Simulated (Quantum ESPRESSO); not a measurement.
BAs:

```
As B
1.0
     0.00000    2.38850    2.38850
     2.38850    0.00000    2.38850
     2.38850    2.38850    0.00000
As B
1 1
Direct
  0.75000 0.75000 0.75000
  0.00000 0.00000 0.00000
```

```yaml
Program: Quantum ESPRESSO 7.5
Task: single point
Functional: PBE
Potentials_or_basis: SSSP 1.3 efficiency PBE
Cutoff: 748 eV
Density_cutoff: 5987 eV
k_mesh: 10 × 10 × 10
Occupations: fermi-dirac, width 0.05 eV
Spin: no spin polarisation
```

On this cell: pressure 3.4 GPa; largest force zero by symmetry; band gap on the k mesh 1.17 eV, indirect (least direct gap 3.31 eV).

The same run follows on a disturbed copy (atoms moved at random, drawn with an rms of 0.05 Å):

```
As B
1.0
     0.00000    2.38850    2.38850
     2.38850    0.00000    2.38850
     2.38850    2.38850    0.00000
As B
1 1
Direct
  0.74962 0.74959 0.73170
  0.00331 0.97773 0.98514
```

Task: What changes?

Result: The energy moves by +16.7 meV/atom; pressure 3.7 GPa; largest force 1.018 eV/Å; band gap on the k mesh 0.64 eV, indirect (least direct gap 2.42 eV).

Forces on the atoms (eV/Å):
```
As  -0.711  0.199 -0.701
B    0.711 -0.199  0.701
```

Stress tensor (GPa, compression positive):
```
 3.64  1.83 -0.47
 1.83  3.79  1.86
-0.47  1.86  3.65
```

A k mesh can miss the band edges.
